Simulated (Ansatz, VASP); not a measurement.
This is a calculation of AlRu for VASP 6.6.1.

INCAR

```
SYSTEM = AlRu
PREC     = Accurate       ! precision mode
ENCUT    = 520            ! plane-wave cutoff, eV
EDIFF    = 1E-7           ! SCF threshold, eV
ISMEAR   = -1             ! smearing method
SIGMA    = 0.05           ! smearing width, eV
LREAL    = .False.        ! projectors in reciprocal space
LASPH    = .True.         ! aspherical terms in the spheres
NELM     = 60             ! most SCF steps
ALGO     = Normal         ! electronic algorithm
ISIF     = 2              ! what is computed and relaxed
LWAVE    = .False.        ! write WAVECAR
LCHARG   = .False.        ! write CHGCAR
GGA      = PE             ! functional
NBANDS   = 16             ! bands
```

The input KPOINTS:

```
Automatic mesh
0
Gamma
  9 9 9
  0 0 0
```

The input POSCAR:

```
AlRu
1.0
    3.0502737196      0.0000000000      0.0000000000
    0.0000000000      3.0502737196      0.0000000000
    0.0000000000      0.0000000000      3.0502737196
Ru Al
1 1
Direct
    0.5000000000      0.5000000000      0.5000000000
    0.0000000000      0.0000000000      0.0000000000
```

Potentials or basis: VASP PAW PBE potentials, release 64 (Ru_pv, Al).

The run is started by

```console
$ cat potpaw_PBE.64/Ru_pv/POTCAR potpaw_PBE.64/Al/POTCAR > POTCAR
$ mpirun -np 1 vasp_std > vasp.out
```

Question: Translate it to Ansatz 0.2.0. Potentials there: Ansatz PAW.

Answer: As run (the cutoff follows the program's own potentials):

input.yaml

```yaml
crystal:
  lattice:
    - [3.0502737196, 0.0, 0.0]
    - [0.0, 3.0502737196, 0.0]
    - [0.0, 0.0, 3.0502737196]
  atoms:
    - { symbol: Ru, position: [0.5, 0.5, 0.5] }
    - { symbol: Al, position: [0.0, 0.0, 0.0] }
hamiltonian:
  xc: pbe
  pseudopotentials: { kind: paw }
kpoints:
  mp_grid: { grid: [9, 9, 9] }
scf:
  occupations: { method: fermi_dirac, width: 0.05 }
output:
  forces: true
  stress: true
  eigenvalues: true
```

Potentials or basis: Ansatz PAW.

Launch:

```console
$ ansatz run input.yaml --threads 2 --pin off --max-ram 5120MiB --backend cpu --events-out ev --progress --plain --runs-dir out
```

Both were run:

|  | VASP | Ansatz | Ansatz less VASP |
| --- | --- | --- | --- |
| gap on the k mesh at the Fermi level (eV) | none | none | - |
| pressure (GPa) | -8.5 | -8.5 | +0.05 |

A gap of «none» marks a metal or a gap that the smearing closes. The two sets of potentials don't hold the same shells in valence.
